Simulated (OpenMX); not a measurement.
PtSe2 (Sudovikovite) under changes of volume

One of the cells (20.671 Å³/atom); the others are scaled copies at fixed shape and fractional positions:

```
CELL_PARAMETERS angstrom
3.74866 0.00000 0.00000
-1.87433 3.24644 0.00000
0.00000 0.00000 5.09552
ATOMIC_POSITIONS crystal
Pt 0.00000 0.00000 0.00000
Se 0.66667 0.33333 0.75000
Se 0.33333 0.66667 0.25000
```

```yaml
Program: OpenMX 3.8.5
Functional: PBE
Potentials_or_basis: OpenMX 2013 PBE set, Pt7.0-s3p2d2f1, Se7.0-s3p2d2, fixed grid of 40 × 40 × 60 points
k_mesh: 9 × 9 × 5
Occupations: fermi-dirac, width 0.05 eV
Spin: no spin polarisation
```

```tsv
volume (Å³/atom)	energy over the lowest point (meV/atom)	largest force (eV/Å)
19.049	132.30	1.759
19.455	?	?
19.860	56.32	1.114
20.671	14.50	0.570
21.076	4.23	0.330
21.481	0.00	0.110
```

**Question.** What does the run at 19.455 Å³/atom give?

**Answer.** Energy over the lowest point 89.52 meV/atom; largest force 1.423 eV/Å.

Worked out: A Birch-Murnaghan fit of order 3 (a polynomial in V^(-2/3)) to the other rows has its minimum at 21.59 Å³/atom, just outside them, with B0 = V·E''(V) = 111 GPa and B' = 4.9 at fixed shape and positions, which overstates the stiffness. It gives 89.49 meV/atom at 19.455 Å³/atom, against the run's 89.52.

Energies are extrapolated to zero smearing.

Caveats: the basis of atomic orbitals isn't converged, which shifts pressures, moduli and gaps; forces of over 1 eV/Å show positions far from the minimum, so gaps and moduli don't describe the material at rest (some runs).
